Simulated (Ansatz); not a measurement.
hcp against bcc along groups 8 to 10

These are results of DFT, m-r2SCAN, plane waves (500 eV) with PAW, scalar-relativistic (Ansatz), not measurements. The PAW files were generated under PBE, with cores re-solved for the functional.

Each structure is relaxed within its symmetry, in the lowest magnetic state of the tried starts. Differences under about 8 meV lie within the error of the k-point mesh.

| element | E(hcp) − E(bcc) (meV/atom) | V(hcp) (Å³/atom) | V(bcc) (Å³/atom) | state of hcp | state of bcc |
| --- | --- | --- | --- | --- | --- |
| Fe | -55 | 9.87 | 10.80 | non-magnetic | ferromagnetic |
| Ru | -656 | 13.49 | 13.93 | non-magnetic | non-magnetic |
| Co | -78 | 10.39 | 10.67 | ferromagnetic | ferromagnetic |
| Rh | -325 | 13.77 | 14.11 | non-magnetic | ferromagnetic |
| Ir | -588 | 14.27 | 14.74 | non-magnetic | ferromagnetic |
| Ni | -64 | 10.47 | 10.52 | ferromagnetic | ferromagnetic |
| Pd | -4 | 15.01 | 15.05 | non-magnetic | non-magnetic |
| Pt | -26 | 15.41 | 15.48 | non-magnetic | non-magnetic |

m-r²SCAN is r²SCAN on the gauge-invariant kinetic-energy density; without spin polarisation the two are equal.
